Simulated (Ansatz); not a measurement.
# Hf (Im-3m) in Ansatz: settings compared

The runs below take Hf through single point, relaxation of cell and atoms, with PBE, PBE+D3(BJ), PBE+D4, PBEsol+D3(BJ).

Everything below comes from runs of Ansatz 0.2.0. Logs are shortened: lines on timing, memory, paths and dates and some standing lists are left out, and cuts for length are marked.

## (1) Starting point

Symmetry: Im-3m, No. 229, cubic system. The conventional cell has a = 3.610 Å, b = 3.610 Å, c = 3.610 Å, α = 90.00°, β = 90.00°, γ = 90.00°. Hf (site symmetry m-3m) has 8 Hf at 3.13 Å as nearest neighbours.

This isn't the form of Hf at room conditions, which is hcp.

## (2) Single point, PBE

input.yaml reads:

```yaml
crystal:
  lattice:
    - [-1.805, 1.805, 1.805]
    - [1.805, -1.805, 1.805]
    - [1.805, 1.805, -1.805]
  atoms:
    - { symbol: Hf, position: [0.0, 0.0, 0.0] }
hamiltonian:
  xc: pbe
  pseudopotentials: { kind: paw }
kpoints:
  mp_grid: { grid: [10, 10, 10] }
scf:
  occupations: { method: gaussian, width: 0.025 }
output:
  forces: true
  stress: true
  eigenvalues: true
```

Potentials or basis: Ansatz PAW.

Launch:

```
$ ansatz run input.yaml --threads 2 --pin off --max-ram 5632MiB --backend cpu --events-out ev --progress --plain --runs-dir out
```

Log:

```text
Warning: RAYON_NUM_THREADS=2 ignored (pool sized by the plan → 2); use --threads N
Engine: ansatz 0.2.0, aarch64-unknown-linux-gnu
Pseudopotentials: kind: paw
Pseudopotential: Hf, paw, valence charge 26, recommended cutoff 420 eV (normal), Hf.paw.azcp
Functional definition: PBE
  parameter kappa = 0.804
  parameter beta = 0.06672455060314922
  exchange = pbe_x(kappa = kappa, mu = beta*pi^2/3)
  correlation = pbe_c(beta = beta)
Crystal: 1 atoms, lattice volume = 23.523 Å³
Basis set: ecut = 420 eV, 459 PW (Γ), exchange–correlation on 48×48×48 points (8 copies of the dense FFT grid, shifted against one another)
Bands: 17, of which v1, the nominal top of the filled ones, is band 13 counted from 1 (12 counted from 0)
Symmetry: 48 space group operations
Space group: Im-3m (ITA 229), of the structure as read, at distance tolerance 2.9e-5 Å
k-points: 47 of 1000
Non-local potential: Hf, projectors of the file, l = 0: 3, l = 1: 2, l = 2: 2, l = 3: 3
PAW form: soft (Blöchl's): semilocal exchange-correlation on the pseudo side does not see the compensation charge
PAW one-centre angular grid: Hf, 590 points (default); XC on 64 Gauss nodes
Initial density: superposition of atomic densities (neutral atoms: chi_scale 0, normalization atom), corrected by the library's trained network
Initial wavefunctions: pseudopotential atomic-orbital guess
Functional: x = pbe(κ = 0.804, μ = 0.2195149727645171), c = pbe(β = 0.06672455060314922)
SCF iter   1: F=—  HF=-15721.166523 eV  |F-HF|=—  |Δ(HF+E_count)|=         —  Δρ=2.14e-3  dr2=4.90e-4  ethr=1.77e-3  ⟨swp⟩=5.2  Hψ=3435  notcnv=0
preconditioner: auto → none  [insulator: Δε(μ)=0.054 eV  Ē_g=18.370 eV  σ=0.025 eV  W_gap=0.60  n_scr=12 (ndim 8)  ℏωp=37.5 eV  f_vac=0.000  D(μ)=2.13/eV (n_scr^D=18)  ε∞_Penn≈5.2]
SCF iter   2: F=—  HF=-15721.166453 eV  |F-HF|=—  |Δ(HF+E_count)|=   6.96e-5  Δρ=9.43e-4  dr2=9.58e-5  ethr=1.88e-6  ⟨swp⟩=2.4  Hψ=1802  notcnv=0  defer=1
SCF iter   3: F=—  HF=-15721.166484 eV  |F-HF|=—  |Δ(HF+E_count)|=   3.09e-5  Δρ=2.85e-4  dr2=1.50e-5  ethr=3.69e-7  ⟨swp⟩=2.0  Hψ=1216  notcnv=0  defer=1
SCF iter   4: F=—  HF=-15721.166470 eV  |F-HF|=—  |Δ(HF+E_count)|=   1.40e-5  Δρ=5.00e-5  dr2=2.64e-7  ethr=5.75e-8  ⟨swp⟩=2.0  Hψ=1396  notcnv=0  defer=1
iter 5 did not close the SCF: its close was put off for the readings that it lacked (scf_convergence_deferred on its scf_iter line)
SCF iter   5: F=-15721.166470 eV  HF=-15721.166470 eV  |F-HF|=1.30e-8  |Δ(HF+E_count)|=   2.27e-7  Δρ=1.37e-5  dr2=1.71e-8  ethr=1.02e-9  ⟨swp⟩=2.3  Hψ=1332  notcnv=0  defer=1
SCF iter   6: F=-15721.166470 eV  HF=-15721.166470 eV  |F-HF|=4.44e-10  |Δ(HF+E_count)|=   1.49e-8  Δρ=2.85e-6  dr2=1.06e-9  ethr=6.59e-11  ⟨swp⟩=3.4  Hψ=2934  notcnv=0
SCF 1 converged in 6 iterations: F = -15721.166470 eV  dr2 = 1.06e-9
SCF converged after 6 iterations
Free energy (F): -15721.166470 eV
Harris-Foulkes:  -15721.166470 eV  (|F-HF|=4.44e-10)
Internal energy: -15721.165807 eV  (E = F + TS)
E sigma→0 (E₀):  -15721.166139 eV
Entropy (-TS):   -0.000663 eV (-0.663 meV/atom)
Fermi energy:    18.506315 eV
--- Per-component energies (eV) ---
  E_band       = 6.223600
  E_kinetic    = 422.607788
  E_local      = -5202.308743  (includes V_loc(G=0)·N_el)
  E_nonlocal   = -1244.668098
  E_hartree    = 2436.272454
  E_xc         = -299.352634
  E_vxc        = -265.215845  (∫ρ·V_xc dr)
  E_paw        = -6927.223231  (= ΣΔE_a)
  E_vpaw       = 1423.266426  (= ΣTr[D̂ρ^β])
  E_aug_tail   = -0.000001  (compensation charges beyond the density's cutoff)
  E_ewald      = -4906.493341
  E_smearing   = -0.000663  (= −TS)
  E_closure    = 0.000000  (closes the sum)
  Σ components = -15721.166470   (vs F -15721.166470, Δ=0.00e0)
--- Forces (eV/Å), atoms counted from 1 ---
  atom   1  Hf     0.00000000    -0.00000000    -0.00000000
  max |Σ_I F_I| component: 1.31e-31 eV/Å
--- Stress (GPa, compression-positive) ---
       -5.003044       0.000000       0.000000
       -0.000000      -5.003044       0.000000
        0.000000      -0.000000      -5.003044
  P = ⅓ Tr σ = -5.0030 GPa (-50.030 kbar)
--- Band table (eV; the first three rows and the last of 47) ---
  k-point 0: bands = ["-43.1888", "-11.5015", "-11.5015", "-11.5015", "6.8423", "6.8423", "6.8423", "6.9046", "6.9046", "6.9046", "6.9299", "11.6318", "19.9781", "19.9781", "19.9781", "22.6182", "22.6182"]
  k-point 1: bands = ["-43.1836", "-11.5714", "-11.5237", "-11.5017", "6.8442", "6.8466", "6.8468", "6.9006", "6.9030", "6.9032", "6.9245", "11.9767", "19.7452", "19.8715", "20.3212", "22.2901", "22.6213"]
  k-point 2: bands = ["-43.1702", "-11.7502", "-11.5814", "-11.5022", "6.8483", "6.8580", "6.8586", "6.8908", "6.8936", "6.9004", "6.9163", "12.9222", "19.2033", "19.3825", "21.3179", "22.0518", "22.6851"]
  k-point 46: bands = ["-43.0937", "-11.9908", "-11.9908", "-11.9908", "6.8263", "6.8695", "6.8695", "6.8695", "6.9115", "6.9115", "6.9115", "16.1296", "16.1296", "24.9006", "24.9006", "24.9006", "25.3312"]
```

Run time: 1.1 s. Hardware: 2 threads of Arm Neoverse V1, shared host; peak memory 0.28 GiB.

Results:

```
Free energy            : -15721.1665 eV
Pressure               : -5.0 GPa
Band gap on the k mesh : none (metal or under the smearing width)
```

Levels at points of the mesh, in eV from the Fermi level:
| k point | band 10 | band 11 | band 12 | band 13 | band 14 | band 15 | band 16 | band 17 |
| --- | --- | --- | --- | --- | --- | --- | --- | --- |
| (0.00, 0.00, 0.00) | -11.60 | -11.58 | -6.87 | 1.47 | 1.47 | 1.47 | 4.11 | 4.11 |
| (0.00, 0.00, -0.50) | -11.60 | -11.59 | -3.23 | -0.43 | 0.88 | 3.92 | 4.87 | 7.16 |
| (-0.50, -0.50, -0.50) | -11.59 | -11.59 | -2.38 | -2.38 | 6.39 | 6.39 | 6.39 | 6.82 |

## (3) Single point, PBE

input.yaml, as its differences from that of step 2:

```diff
@@ -13,3 +13,3 @@
 scf:
-  occupations: { method: gaussian, width: 0.025 }
+  occupations: { method: gaussian, width: 0.026 }
 output:
```

Potentials or basis: Ansatz PAW.

Launch:

```
$ ansatz run input.yaml --threads 2 --pin off --max-ram 5632MiB --backend cpu --events-out ev --progress --plain --runs-dir out
```

Run time: 1 s. Hardware: 2 threads of Arm Neoverse V1, shared host; peak memory 0.28 GiB.

It converged, with:

| Quantity | Value |
| --- | --- |
| Free energy | -15721.1665 eV |
| Pressure | -5.0 GPa |
| Band gap on the k mesh | none (metal or under the smearing width) |

Levels at points of the mesh, in eV from the Fermi level:
| k point | band 10 | band 11 | band 12 | band 13 | band 14 | band 15 | band 16 | band 17 |
| --- | --- | --- | --- | --- | --- | --- | --- | --- |
| (0.00, 0.00, 0.00) | -11.60 | -11.58 | -6.87 | 1.47 | 1.47 | 1.47 | 4.11 | 4.11 |
| (0.00, 0.00, -0.50) | -11.60 | -11.59 | -3.23 | -0.43 | 0.88 | 3.92 | 4.87 | 7.16 |
| (-0.50, -0.50, -0.50) | -11.59 | -11.59 | -2.38 | -2.38 | 6.39 | 6.39 | 6.39 | 6.82 |

Spin-orbit coupling is left out, which matters for the levels of Hf.

## (4) Relaxation of cell and atoms, PBE+D3(BJ)

input.yaml, as its differences from that of step 3:

```diff
@@ -10,2 +10,3 @@
   pseudopotentials: { kind: paw }
+  dispersion: d3bj
 kpoints:
@@ -13,3 +14,3 @@
 scf:
-  occupations: { method: gaussian, width: 0.026 }
+  occupations: { method: fermi_dirac, width: 0.05 }
 output:
@@ -18 +19,5 @@
   eigenvalues: true
+relax:
+  f_tol: 0.01
+  max_steps: 40
+  cell: { stress_tol: 0.05 }
```

Launch:

```
$ ansatz run input.yaml --threads 2 --pin off --max-ram 5632MiB --backend cpu --events-out ev --progress --plain --runs-dir out
```

It took 4.3 s on 2 threads of Arm Neoverse V1, shared host; peak memory 0.29 GiB.

The run converged. Its results:

```
Free energy                            : -15721.6522 eV
Relaxed volume                         : 21.57 Å³/atom
Relaxed cell                           : a = 3.037 Å, b = 3.037 Å, c = 3.037 Å, α = 109.47°, β = 109.47°, γ = 109.47°
Space group after relaxing (to 0.05 Å) : Im-3m (No. 229)
Energy gained by relaxing              : 51.7 meV/atom
Ionic steps                            : 5
Pressure after relaxing                : 0.0 GPa
Band gap on the k mesh                 : none (metal or under the smearing width)
```

The path:
```csv
step,energy change (eV),largest force (eV/Å),volume (Å³)
1,0.0000,0.0000,23.52
2,-0.0236,0.0000,20.25
3,-0.0518,0.0000,21.69
4,-0.0521,0.0000,21.57
5,-0.0517,0.0000,21.57
```

Final structure:
```
CELL_PARAMETERS angstrom
-1.75366 1.75366 1.75366
1.75366 -1.75366 1.75366
1.75366 1.75366 -1.75366
ATOMIC_POSITIONS crystal
Hf 0.00000 0.00000 0.00000
```

Levels at points of the mesh, in eV from the Fermi level:
```tsv
k point	band 11	band 12	band 13	band 14	band 15	band 16
(0.00, 0.00, 0.00)	-11.31	-7.16	1.53	1.53	1.53	4.42
(0.00, 0.00, -0.50)	-11.33	-3.50	-0.58	1.19	4.27	5.31
(-0.50, -0.50, -0.50)	-11.33	-2.75	-2.75	7.03	7.03	7.03
```

Caveat: the plane-wave basis is chosen anew once the cell has moved, so the energies of steps on either side of that aren't comparable; pairwise dispersion overbinds metals, which lowers pressure and volume.

## (5) Relaxation of cell and atoms, PBE+D4

input.yaml, as its differences from that of step 4:

```diff
@@ -10,3 +10,3 @@
   pseudopotentials: { kind: paw }
-  dispersion: d3bj
+  dispersion: d4
 kpoints:
```

Potentials or basis: Ansatz PAW.

Launch:

```
$ ansatz run input.yaml --threads 2 --pin off --max-ram 5632MiB --backend cpu --events-out ev --progress --plain --runs-dir out
```

Log:

```text
Warning: RAYON_NUM_THREADS=2 ignored (pool sized by the plan → 2); use --threads N
[... 8 set-up lines as earlier in the session ...]
Crystal: 1 atoms, lattice volume = 23.523 Å³
Basis set: ecut = 420 eV, 459 PW (Γ), exchange–correlation on 48×48×48 points (8 copies of the dense FFT grid, shifted against one another)
Bands: 17, of which v1, the nominal top of the filled ones, is band 13 counted from 1 (12 counted from 0)
[... 2 set-up lines as earlier in the session ...]
k-points: 47 of 1000
[... 6 set-up lines as earlier in the session ...]
SCF iter   1: F=—  HF=-15721.372265 eV  |F-HF|=—  |Δ(HF+E_count)|=         —  Δρ=2.16e-3  dr2=5.05e-4  ethr=1.77e-3  ⟨swp⟩=4.9  Hψ=3358  notcnv=0
preconditioner: auto → Kerker (q_TF=auto, 2.774 Å⁻¹)  [metal: Δε(μ)=0.054 eV  Ē_g=18.384 eV  σ=0.050 eV  W_gap=0.25  n_scr=12 (ndim 8)  ℏωp=37.5 eV  f_vac=0.000  D(μ)=1.79/eV (n_scr^D=18)]
SCF iter   2: F=—  HF=-15721.372196 eV  |F-HF|=—  |Δ(HF+E_count)|=   6.89e-5  Δρ=1.28e-3  dr2=1.97e-4  ethr=1.94e-6  ⟨swp⟩=2.4  Hψ=1577  notcnv=0
SCF iter   3: F=—  HF=-15721.372235 eV  |F-HF|=—  |Δ(HF+E_count)|=   3.88e-5  Δρ=2.74e-4  dr2=1.26e-5  ethr=7.56e-7  ⟨swp⟩=2.1  Hψ=1211  notcnv=0
SCF iter   4: F=—  HF=-15721.372217 eV  |F-HF|=—  |Δ(HF+E_count)|=   1.82e-5  Δρ=1.52e-4  dr2=3.56e-6  ethr=4.85e-8  ⟨swp⟩=2.0  Hψ=1399  notcnv=0
SCF iter   5: F=—  HF=-15721.372217 eV  |F-HF|=—  |Δ(HF+E_count)|=   6.67e-7  Δρ=4.32e-5  dr2=2.47e-7  ethr=1.37e-8  ⟨swp⟩=2.1  Hψ=1395  notcnv=0
SCF iter   6: F=-15721.372217 eV  HF=-15721.372217 eV  |F-HF|=3.40e-8  |Δ(HF+E_count)|=   5.81e-9  Δρ=1.37e-5  dr2=4.15e-8  ethr=3.85e-10  ⟨swp⟩=4.3  Hψ=2796  notcnv=0
SCF 1 converged in 6 iterations: F = -15721.372217 eV  dr2 = 4.15e-8
relax step   1: F+E_penalty+E_count = -15721.37221742 eV  Δ(F+E_penalty+E_count) = +0.000e0 eV  max|allowed force component| = 0.000e0 eV/Å  Δτ_max = 0.0000 Å  P = -6.265 GPa  Ω = 23.523 Å³  (6 SCF iters, dr2 threshold 1.00e-7 eV, accepted)
Crystal: 1 atoms, lattice volume = 20.595 Å³
[... 46 lines left out ...]
SCF converged after 6 iterations
Free energy (F): -15721.403973 eV
Harris-Foulkes:  -15721.403973 eV  (|F-HF|=3.64e-12)
Internal energy: -15721.390578 eV  (E = F + TS)
E sigma→0 (E₀):  -15721.397276 eV
Entropy (-TS):   -0.013395 eV (-13.395 meV/atom)
Fermi energy:    19.950236 eV
--- Per-component energies (eV) ---
  E_band       = 47.702981
  E_kinetic    = 425.266148
  E_local      = -5022.635913  (includes V_loc(G=0)·N_el)
  E_nonlocal   = -1244.374671
  E_hartree    = 2367.059076
  E_xc         = -300.332804
  E_vxc        = -266.520857  (∫ρ·V_xc dr)
  E_paw        = -6927.848188  (= ΣΔE_a)
  E_vpaw       = 1421.850230  (= ΣTr[D̂ρ^β])
  E_aug_tail   = -0.000001  (compensation charges beyond the density's cutoff)
  E_ewald      = -5018.311353
  E_disp       = -0.212873  (pairwise vdW)
  E_smearing   = -0.013395  (= −TS)
  E_closure    = -0.000000  (closes the sum)
  Σ components = -15721.403973   (vs F -15721.403973, Δ=0.00e0)
--- Forces (eV/Å), atoms counted from 1 ---
  atom   1  Hf     0.00000000    -0.00000000    -0.00000000
  max |Σ_I F_I| component: 2.17e-30 eV/Å
--- Stress (GPa, compression-positive) ---
       -0.037840      -0.000000      -0.000000
       -0.000000      -0.037840       0.000000
        0.000000      -0.000000      -0.037840
  P = ⅓ Tr σ = -0.0378 GPa (-0.378 kbar)
--- Band table (eV; the first three rows and the last of 47) ---
  k-point 0: bands = ["-41.5584", "-9.8141", "-9.8141", "-9.8141", "8.4806", "8.4806", "8.4806", "8.5576", "8.5576", "8.5576", "8.5890", "12.8569", "21.4734", "21.4734", "21.4734", "24.3056", "24.3056"]
  k-point 1: bands = ["-41.5514", "-9.9028", "-9.8417", "-9.8145", "8.4829", "8.4859", "8.4860", "8.5525", "8.5555", "8.5558", "8.5824", "13.2294", "21.2178", "21.3571", "21.8479", "23.9396", "24.3069"]
  k-point 2: bands = ["-41.5330", "-10.1287", "-9.9133", "-9.8156", "8.4880", "8.5000", "8.5004", "8.5404", "8.5440", "8.5522", "8.5723", "14.2392", "20.6266", "20.8302", "22.9345", "23.6917", "24.3747"]
  k-point 46: bands = ["-41.4295", "-10.4218", "-10.4218", "-10.4218", "8.4631", "8.5146", "8.5146", "8.5146", "8.5664", "8.5664", "8.5664", "17.2888", "17.2888", "26.8422", "26.8422", "26.8422", "27.3010"]
--- Relaxed structure (4 steps of the walk, 4 accepted, 1 SCFs on fresh bases) ---
  F+E_penalty+E_count = -15721.40397339 eV   max|allowed force component| = 0.000e0 eV/Å   (the final SCF, on the basis selected at the relaxed cell)
  cell:  # Å, volume = 21.9853 Å³
    - [-1.7647809908717607, 1.7647809908717607, 1.7647809908717607]
    - [1.7647809908717607, -1.7647809908717607, 1.7647809908717607]
    - [1.7647809908717607, 1.7647809908717607, -1.7647809908717607]
  atoms:
    - { symbol: Hf, position: [0.0, 0.0, 0.0] }
```

Run time: 4.3 s. Hardware: 2 threads of Arm Neoverse V1, shared host; peak memory 0.29 GiB.

Results:

```yaml
Free_energy: -15721.4040 eV
Relaxed_volume: 21.99 Å³/atom
Relaxed_cell: a = 3.057 Å, b = 3.057 Å, c = 3.057 Å, α = 109.47°, β = 109.47°, γ = 109.47°
Space_group_after_relaxing_to_0.05_Å: Im-3m (No. 229)
Energy_gained_by_relaxing: 31.8 meV/atom
Ionic_steps: 5
Pressure_after_relaxing: 0.0 GPa
Band_gap_on_the_k_mesh: none (metal or under the smearing width)
```

The path:
```
step  energy change (eV)  largest force (eV/Å)  volume (Å³)
   1              0.0000                0.0000        23.52
   2             -0.0019                0.0000        20.60
   3             -0.0319                0.0000        22.08
   4             -0.0321                0.0000        21.99
   5             -0.0318                0.0000        21.99
```

Final structure:
```xyz
1
Lattice="-1.7648 1.7648 1.7648 1.7648 -1.7648 1.7648 1.7648 1.7648 -1.7648" Properties=species:S:1:pos:R:3 pbc="T T T"
Hf    0.0000    0.0000    0.0000
```

Caveat: the plane-wave basis is chosen anew once the cell has moved, so the energies of steps on either side of that aren't comparable; pairwise dispersion overbinds metals, which lowers pressure and volume. Spin-orbit coupling is left out, which matters for the levels of Hf.

(Continued in part 2 of 2.)
